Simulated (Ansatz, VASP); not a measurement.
# Two plane-wave programs on BN (Qingsongite)

```
B N
1.0
     0.00000    1.80750    1.80750
     1.80750    0.00000    1.80750
     1.80750    1.80750    0.00000
B N
1 1
Cartesian
  0.0000 0.0000 0.0000
  0.9038 0.9038 0.9038
```

Alike in both runs: task relaxation of cell and atoms; functional PBEsol; k mesh 10 × 10 × 10; occupations fermi-dirac, width 0.01 eV; no spin polarisation.

|  | VASP | Ansatz |
| --- | --- | --- |
| version | VASP 6.6.1 | Ansatz 0.2.0 |
| potentials or method | VASP PAW PBE potentials, release 64 (B, N) | plane waves, PAW |
| plane-wave cutoff (eV) | 600 | 420 |
| valence electrons in the cell | 8 | 8 |

```csv
,VASP,Ansatz,Ansatz less VASP
relaxed volume (Å³/atom),5.86,5.86,-0.005
relaxed cell length with the largest relative difference (Å),2.550,2.550,-0.0007
```

Caveats: the PAW data sets were made with another functional, which shifts forces and pressure a little (VASP). A k mesh can miss the band edges.
